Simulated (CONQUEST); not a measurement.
The system is PbS.

```
Pb S
1.0
     4.15991    0.00000    0.00000
     0.00000    4.27932    0.00000
     0.00000    0.00000   11.98259
Pb S
4 4
Direct
  0.00763 0.24860 0.12731
  0.50763 0.24860 0.62731
  0.49267 0.75282 0.36904
  0.99267 0.75282 0.86904
  0.01466 0.24715 0.34982
  0.51466 0.24715 0.84983
  0.49313 0.75218 0.14507
  0.99313 0.75218 0.64507
```

The cell comes from a database or a generator and needn't be the stable form of this composition.

The cell isn't the ideal one: atoms moved at random, drawn with an rms of 0.05 Å.

Base run:

```yaml
Program: CONQUEST 1.3
Functional: PBE
Potentials_or_basis: PseudoDojo NC PBE, SZ, linear scaling with L range 18 bohr, grid cutoff 120 Ha
Occupations: none (density matrix without k points)
Spin: no spin polarisation
```

Its results: pressure 8.7 GPa; largest force 1.076 eV/Å.

**Question.** The run is repeated on the same cell with these changes: potentials or basis from PseudoDojo NC PBE, SZ, linear scaling with L range 18 bohr, grid cutoff 120 Ha to PseudoDojo NC PBE, SZ, linear scaling with L range 16 bohr, grid cutoff 120 Ha. What comes out?

**Answer.** Pressure 11.5 GPa; largest force 1.315 eV/Å.

Caveats: the atomic basis is small; the density matrix is cut off at a finite range, which raises the energy and shifts forces and pressure; the basis of atomic orbitals isn't converged, which shifts pressures, moduli and gaps.
